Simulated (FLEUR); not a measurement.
# Si2Mo (I4/mmm) in FLEUR: a series of runs

Runs on Si2Mo. Level: PBEsol. Tasks: single point.

Everything below comes from runs of FLEUR MaX-R8.1 (later development tree). Logs are shortened: lines on timing, memory, paths and dates and some standing lists are left out, and cuts for length are marked.

## (1) Starting point

It takes space group I4/mmm (No. 139, tetragonal). The conventional cell has a = 3.200 Å, b = 3.200 Å, c = 7.861 Å, α = 90.00°, β = 90.00°, γ = 90.00°. Around Mo (site symmetry 4/mmm) lie 10 Si at 2.62 Å. Si (site symmetry 4mm) has 5 Si at 2.61 to 2.63 Å and 5 Mo at 2.62 Å as nearest neighbours.

## (2) Single point, PBEsol

Contents of inp.xml:

```xml
<?xml version="1.0" encoding="UTF-8" standalone="no"?>
<fleurInput fleurInputVersion="0.39">
   <comment>
      Si2Mo                                                                                               
   </comment>
   <calculationSetup>
      <cutoffs Kmax="4.41" Gmax="13.7" GmaxXC="13.7" numbands="0"/>
      <scfLoop itmax="60" minDistance="0.00001" maxIterBroyd="15" imix="Anderson" alpha="0.05" precondParam="0.0" spinf="2.0" sdNocoIR="T"/>
      <coreElectrons ctail="T" frcor="F" kcrel="0" coretail_lmax="0"/>
      <xcFunctional name="PBEs" relativisticCorrections="F"/>
      <magnetism jspins="1"/>
      <soc l_soc="F" theta="0.0" phi="0.0" spav="F"/>
      <expertModes spex="0" secvar="F"/>
      <geometryOptimization l_f="T" forcealpha="1.0" forcemix="BFGS" epsdisp="0.0005" epsforce="0.0002"/>
      <ldaU l_linMix="F" mixParam="0.05" spinf="1.0"/>
   </calculationSetup>
   <cell>
      <bzIntegration valenceElectrons="38.0" mode="hist" fermiSmearingEnergy="0.00183747">
         <kPointListSelection listName="default-1"/>
         <!-- k-points included here -->
         <xi:include xmlns:xi="http://www.w3.org/2001/XInclude" href="kpts.xml"> </xi:include>
      </bzIntegration>
      <!-- symmetry operations included here -->
      <xi:include xmlns:xi="http://www.w3.org/2001/XInclude" href="sym.xml"> </xi:include>
      <bulkLattice scale="1.0">
         <bravaisMatrix>
            <row-1>   -3.0235617993599999     3.0235617993599999     7.4275685327402989</row-1>
            <row-2>    3.0235617993599999    -3.0235617993599999     7.4275685327402989</row-2>
            <row-3>    3.0235617993599999     3.0235617993599999    -7.4275685327402989</row-3>
         </bravaisMatrix>
      </bulkLattice>
   </cell>
   <atomSpecies>
      <species name="Molybdenum (Mo)" element="Mo" atomicNumber="42">
         <mtSphere radius="2.22" gridPoints="757" logIncrement="0.017"/>
         <atomicCutoffs lmax="9" lnonsphr="9"/>
         <electronConfig flipSpins="F">
            <coreConfig>(1s1/2) (2s1/2) (2p1/2) (2p3/2) (3s1/2) (3p1/2) (3p3/2) (3d3/2) (3d5/2)</coreConfig>
            <valenceConfig>(4s1/2) (4p1/2) (4p3/2) (5s1/2) (4d3/2) (4d5/2)</valenceConfig>
            <stateOccupation state="(5s1/2)" spinUp="0.500000" spinDown="0.500000"/>
            <stateOccupation state="(4d3/2)" spinUp="1.000000" spinDown="1.000000"/>
            <stateOccupation state="(4d5/2)" spinUp="1.500000" spinDown="1.500000"/>
         </electronConfig>
         <energyParameters s="5" p="5" d="4" f="4"/>
         <lo type="SCLO" l="0" n="4" eDeriv="0"/>
         <lo type="SCLO" l="1" n="4" eDeriv="0"/>
         <lo type="SCLO" l="1" n="4" eDeriv="1"/>
         <lo type="SCLO" l="2" n="4" eDeriv="2"/>
         <lo type="SCLO" l="3" n="4" eDeriv="2"/>
      </species>
      <species name="Silicon (Si)" element="Si" atomicNumber="14">
         <mtSphere radius="2.22" gridPoints="757" logIncrement="0.015"/>
         <atomicCutoffs lmax="9" lnonsphr="9"/>
         <electronConfig flipSpins="F">
            <coreConfig>(1s1/2)</coreConfig>
            <valenceConfig>(2s1/2) (2p1/2) (2p3/2) (3s1/2) (3p1/2) (3p3/2)</valenceConfig>
            <stateOccupation state="(3p1/2)" spinUp="0.333333" spinDown="0.333333"/>
            <stateOccupation state="(3p3/2)" spinUp="0.666667" spinDown="0.666667"/>
         </electronConfig>
         <energyParameters s="3" p="3" d="3" f="4"/>
         <lo type="SCLO" l="0" n="2" eDeriv="0"/>
         <lo type="SCLO" l="1" n="2" eDeriv="0"/>
         <lo type="SCLO" l="2" n="3" eDeriv="2"/>
         <lo type="SCLO" l="3" n="4" eDeriv="2"/>
      </species>
   </atomSpecies>
   <atomGroups>
      <atomGroup species="Molybdenum (Mo)">
         <relPos label="                   1">.0000000000 .0000000000 .0000000000</relPos>
         <force calculate="T" relaxXYZ="TTT"/>
      </atomGroup>
      <atomGroup species="Silicon (Si)">
         <relPos label="                   2">-.3330000000 -.3330000000 .0000000000</relPos>
         <relPos label="                   3">.3330000000 .3330000000 .0000000000</relPos>
         <force calculate="T" relaxXYZ="TTT"/>
      </atomGroup>
   </atomGroups>
   <output dos="F" band="F" slice="F">
      <checks vchk="F" cdinf="F"/>
      <bandDOS minEnergy="-.5*Htr" maxEnergy="0.5*Htr" sigma="0.015" storeEVData="T"/>
      <vacuumDOS vacdos="F" integ="F" star="F" nstars="0" locx1="0.0" locy1="0.0" locx2="0.0" locy2="0.0" nstm="0" tworkf="0.0"/>
      <unfoldingBand unfoldBand="F" supercellX="1" supercellY="1" supercellZ="1"/>
      <plotting iplot="0" polar="F">
         <plot TwoD="T" vec1="  1.0  0.0  0.0" vec2="  0.0  1.0  0.0" vec3="  0.0  0.0  1.0" zero="  0.0  0.0  0.0" file="plot"/>
      </plotting>
      <chargeDensitySlicing numkpt="0" minEigenval="0.0" maxEigenval="0.0" nnne="0" pallst="F"/>
      <specialOutput eonly="F"/>
      <moessbauerParams electricFieldGradient="T" isomerShift="T" coreHyperfine="T" valenceHyperfine="T"/>
      <magneticCircularDichroism mcd="F" energyLo="-10.0" energyUp="0.0"/>
   </output>
  <!-- We include the file relax.xml here to enable relaxations (see documentation) -->
  <xi:include xmlns:xi="http://www.w3.org/2001/XInclude" href="relax.xml"> <xi:fallback/> </xi:include>
</fleurInput>
```

Contents of crystal.txt:

```
Si2Mo
&input cartesian=F /
-1.6000000000  1.6000000000  3.9305000000
1.6000000000  -1.6000000000  3.9305000000
1.6000000000  1.6000000000  -3.9305000000
1.8897261246
1.0 1.0 1.0

3
42 0.0000000000  0.0000000000  0.0000000000
14 0.6670000000  0.6670000000  0.0000000000
14 0.3330000000  0.3330000000  0.0000000000

&kpt div1=12 div2=12 div3=12 gamma=T /
```

Potentials or basis: all-electron, FLAPW.

Started as:

```sh
> inpgen -f crystal.txt -profile fastHighL
> # inp.xml edited to the form shown
> mpirun -n 4 fleur_MPI -pe_per_kpt 1
```

The program printed:

```text
Welcome to FLEUR        (www.flapw.de)
      MaX-Release 8.1          (www.max-centre.eu)

 ========== k-point set info ==========
 Selected k-point list: default-1
 k-point list type: mesh
 12 x 12 x 12
 Number of k points: 163

 ------------Calculation Setup---------------------------
 Number of MPI-tasks      :            4
 Number of PE/node        :            4
 Number of OMP-threads    :            1
 Using exactly            1  PE per kpt
 k-points in parallel     :            4
 Using exactly            1  PE per kpt
 pe's per k-point         :            1
 No of k-point loops      :           40
 Info/Warning             : your k-point parallelism is not fully load-balanced
 Using exactly            1  PE per kpt
 Using exactly            1  PE per kpt
 Eigenvalue solver        :       lapack
 Number of basis functions:          517
 Approximate size of matrices (H+S) per k-point:         0.004 GB
 --------------------------------------------------------
 Iteration:     1   Distance:      13.14504789 me/bohr^3
 Iteration:     2   Distance:      11.22365160 me/bohr^3
 Iteration:     3   Distance:       5.54646994 me/bohr^3
 Iteration:     4   Distance:       5.42371503 me/bohr^3
 Iteration:     5   Distance:       1.92935974 me/bohr^3
 Iteration:     6   Distance:       0.37650375 me/bohr^3
 Iteration:     7   Distance:       0.69366382 me/bohr^3
 Iteration:     8   Distance:       0.06933496 me/bohr^3
 Iteration:     9   Distance:       0.06957174 me/bohr^3
 Iteration:    10   Distance:       0.00937713 me/bohr^3
 Iteration:    11   Distance:       0.00682506 me/bohr^3
 Iteration:    12   Distance:       0.00100103 me/bohr^3
 Iteration:    13   Distance:       0.00021933 me/bohr^3
 Iteration:    14   Distance:       0.00018773 me/bohr^3
 Iteration:    15   Distance:       0.00003759 me/bohr^3
 Iteration:    16   Distance:       0.00003031 me/bohr^3
 Iteration:    17   Distance:       0.00001121 me/bohr^3
 Iteration:    18   Distance:       0.00000209 me/bohr^3

 Reset of history

 ********************************************************************
 Run finished successfully
 Stop message:
   Structural relaxation: new displacements generated
 ********************************************************************
```

It took 2.7 min on 4 MPI ranks of Intel Xeon Platinum 8259CL at 2.50GHz (Skylake/Cascade Lake), shared host.

What came out:

| Item | Value |
| --- | --- |
| Free energy | -125894.1605 eV |
| Largest force | 0.323 eV/Å |
| Band gap on the k mesh | none (metal or under the smearing width) |
| Valence electrons inside the program's atomic spheres | Mo 11.44; Si 10.39 (radii Mo 2.22, Si 2.22 bohr) |

Forces in eV/Å, atoms in the order of the input:
```
Mo   0.000  0.000  0.000
Si   0.000  0.000 -0.323
Si   0.000  0.000  0.323
```

Core levels (eV from the Fermi level):
```tsv
atom	levels
1 Mo	1s1/2 -19797.2, 2s1/2 -2792.8, 2p1/2 -2569.3, 2p3/2 -2462.9, 3s1/2 -472.2, 3p1/2 -387.2, 3p3/2 -369.7, 3d3/2 -219.3, 3d5/2 -216.0
2 Si	1s1/2 -1777.1
3 Si	1s1/2 -1777.1
```

## (3) Single point, PBEsol (atoms moved at random, drawn with an rms of 0.05 Å)

Changes to inp.xml since step 2:

```diff
@@ -34,4 +34,4 @@
       <species name="Molybdenum (Mo)" element="Mo" atomicNumber="42">
-         <mtSphere radius="2.22" gridPoints="757" logIncrement="0.017"/>
-         <atomicCutoffs lmax="9" lnonsphr="9"/>
+         <mtSphere radius="2.22" gridPoints="843" logIncrement="0.015"/>
+         <atomicCutoffs lmax="10" lnonsphr="10"/>
          <electronConfig flipSpins="F">
@@ -51,4 +51,4 @@
       <species name="Silicon (Si)" element="Si" atomicNumber="14">
-         <mtSphere radius="2.22" gridPoints="757" logIncrement="0.015"/>
-         <atomicCutoffs lmax="9" lnonsphr="9"/>
+         <mtSphere radius="2.22" gridPoints="635" logIncrement="0.018"/>
+         <atomicCutoffs lmax="8" lnonsphr="8"/>
          <electronConfig flipSpins="F">
@@ -68,3 +68,3 @@
       <atomGroup species="Molybdenum (Mo)">
-         <relPos label="                   1">.0000000000 .0000000000 .0000000000</relPos>
+         <relPos label="                   1">.0176620000 .0018630000 .0066410000</relPos>
          <force calculate="T" relaxXYZ="TTT"/>
@@ -72,4 +72,7 @@
       <atomGroup species="Silicon (Si)">
-         <relPos label="                   2">-.3330000000 -.3330000000 .0000000000</relPos>
-         <relPos label="                   3">.3330000000 .3330000000 .0000000000</relPos>
+         <relPos label="                   2">-.3221610000 -.3056840000 .0250040000</relPos>
+         <force calculate="T" relaxXYZ="TTT"/>
+      </atomGroup>
+      <atomGroup species="Silicon (Si)">
+         <relPos label="                   3">.3319990000 .3458110000 .0115010000</relPos>
          <force calculate="T" relaxXYZ="TTT"/>
```

Contents of crystal.txt:

```
Si2Mo
&input cartesian=F /
-1.6000000000  1.6000000000  3.9305000000
1.6000000000  -1.6000000000  3.9305000000
1.6000000000  1.6000000000  -3.9305000000
1.8897261246
1.0 1.0 1.0

3
42 0.0176620000  0.0018630000  0.0066410000
14 0.6778390000  0.6943160000  0.0250040000
14 0.3319990000  0.3458110000  0.0115010000

&kpt div1=12 div2=12 div3=12 gamma=T /
```

Potentials or basis: all-electron, FLAPW.

Started as:

```sh
> inpgen -f crystal.txt -profile fastHighL
> # inp.xml edited to the form shown
> mpirun -n 4 fleur_MPI -pe_per_kpt 1
```

It took 38 min on 4 MPI ranks of Intel Xeon Platinum 8259CL at 2.50GHz (Skylake/Cascade Lake), shared host.

The run converged. Its results:

| Quantity | Value |
| --- | --- |
| Free energy | -125894.1010 eV |
| Largest force | 0.953 eV/Å |
| Band gap on the k mesh | none (metal or under the smearing width) |
| Valence electrons inside the program's atomic spheres | Mo 11.44; Si 10.41, 10.40 (radii Mo 2.22, Si 2.22 bohr) |

Forces in eV/Å, atoms in the order of the input:
```
Mo   0.606 -0.269 -0.341
Si  -0.480  0.044 -0.577
Si  -0.125  0.225  0.918
```

Levels at points of the mesh, in eV from the Fermi level:
| k point | band 17 | band 18 | band 19 | band 20 | band 21 | band 22 |
| --- | --- | --- | --- | --- | --- | --- |
| (0.00, 0.00, 0.00) | -2.76 | -2.73 | 0.44 | 2.86 | 2.92 | 3.78 |
| (0.00, 0.00, 0.50) | -4.60 | -3.07 | -1.03 | 2.30 | 2.67 | 2.81 |
| (0.00, 0.50, 0.00) | -2.69 | -2.45 | -0.56 | 2.25 | 2.97 | 3.98 |
| (0.00, 0.50, 0.50) | -2.71 | -2.39 | -0.56 | 2.23 | 2.82 | 4.01 |
| (0.50, 0.00, 0.00) | -2.70 | -2.42 | -0.56 | 2.23 | 2.95 | 3.99 |
| (0.50, 0.00, 0.50) | -2.70 | -2.40 | -0.59 | 2.24 | 2.80 | 4.02 |
| (0.50, 0.50, 0.00) | -4.59 | -3.08 | -1.03 | 2.30 | 2.66 | 2.87 |
| (0.50, 0.50, 0.50) | -0.71 | -0.66 | -0.56 | -0.54 | 0.61 | 4.54 |

Core levels (eV from the Fermi level):
```tsv
atom	levels
1 Mo	1s1/2 -19797.2, 2s1/2 -2792.8, 2p1/2 -2569.4, 2p3/2 -2462.9, 3s1/2 -472.2, 3p1/2 -387.2, 3p3/2 -369.7, 3d3/2 -219.3, 3d5/2 -216.0
2 Si	1s1/2 -1777.1
3 Si	1s1/2 -1777.1
```
